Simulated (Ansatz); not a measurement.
Comparing deformations in InSb

These are results of Ansatz 0.2.0, DFT PBEsol, scalar-relativistic, plane waves, PAW, not measurements. Cutoff 420 eV, Γ-centred 12×12×12 k-points, Gaussian smearing of 0.15 eV. No spin polarisation. Energies are free energies at this smearing, counted from the undisturbed cell; pressure is positive in compression.

Reference structure (as given, not relaxed at this level; it stands at 0.8 GPa):

```yaml
crystal:
  lattice:
    - [0.00000, 3.23910, 3.23910]
    - [3.23910, 0.00000, 3.23910]
    - [3.23910, 3.23910, 0.00000]
  atoms:
    - { symbol: In, position: [0.00000, 0.00000, 0.00000] }
    - { symbol: Sb, position: [0.75000, 0.75000, 0.75000] }
```

The cell is strained by ε times a Voigt pattern (xx, yy, zz, yz, xz, xy; engineering shear) with fractional coordinates fixed. τ = (1/V0) dE/dε comes from the stress tensor. Of each scan, only the three points used here are listed.

| pattern | ε | τ (GPa) |
| --- | --- | --- |
| (0, 0, 1, 0, 0, 0) | -0.0100 | -1.50 |
| (0, 0, 1, 0, 0, 0) | 0.0000 | -0.84 |
| (0, 0, 1, 0, 0, 0) | 0.0100 | -0.20 |
| (1, 0, 0, 0, 0, 0) | -0.0250 | -2.52 |
| (1, 0, 0, 0, 0, 0) | 0.0000 | -0.84 |
| (1, 0, 0, 0, 0, 0) | 0.0250 | 0.74 |
| (1, 1, 0, 0, 0, 0) | -0.0150 | -4.92 |
| (1, 1, 0, 0, 0, 0) | 0.0000 | -1.68 |
| (1, 1, 0, 0, 0, 0) | 0.0150 | 1.21 |

Which constants do the scans give, and which deformation costs least for the same size of strain tensor?

The slope dτ/dε at zero (parabola through three points) is pᵀCp: (0, 0, 1, 0, 0, 0) gives C11 = 65 GPa; (1, 0, 0, 0, 0, 0) gives C11 = 65 GPa; (1, 1, 0, 0, 0, 0) gives 2(C11 + C12) = 204 GPa. The size of the strain tensor, ε:ε, is ε² times 1.0, 1.0, 2.0. Per unit of it the stiffnesses are 65, 65, 102 GPa, so (1, 0, 0, 0, 0, 0) is the softest of these, level with (0, 0, 1, 0, 0, 0) (alike by symmetry): at ε:ε = (1 %)² the quadratic term costs 0.69 meV/atom against 1.08 for the stiffest.

What else follows for this cubic crystal?

From the unrounded slopes C11 = 65.1 and C12 = 37.0 GPa, so B = (C11 + 2 C12)/3 = 46 GPa and the Poisson ratio for a pull along a cube edge is C12/(C11 + C12) = 0.36.

In a metal these slopes depend on the k mesh and the smearing.